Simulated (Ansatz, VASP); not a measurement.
## Si in VASP and in Ansatz

```
Si
1.0
     0.00000    2.06422    2.06422
     2.06422    0.00000    2.06422
     2.06422    2.06422    0.00000
Si
2
Direct
  0.87500 0.87500 0.87500
  0.12500 0.12500 0.12500
```

Change from the starting cell: volume scaled by 0.43, norm-conserving files.

Alike in both runs: task single point; functional PBE; k mesh 12 × 12 × 12; occupations fermi-dirac, width 0.08 eV; no spin polarisation.

```csv
,VASP,Ansatz
version,VASP 6.6.1,Ansatz 0.2.0
potentials or method,"VASP PAW PBE potentials, release 64 (Si)","norm-conserving pseudopotentials, scalar-relativistic"
plane-wave cutoff (eV),520,490
valence electrons in the cell,8,8
```

Ansatz gave:

* pressure (GPa): 366.2

Problem. Which values does VASP return?

Solution. Pressure (GPa): 371.3.

Caveats: the cell as given lies far from equilibrium; so large a pressure means that the cell lies far from this level's equilibrium, or that cutoff or potentials fall short (VASP).
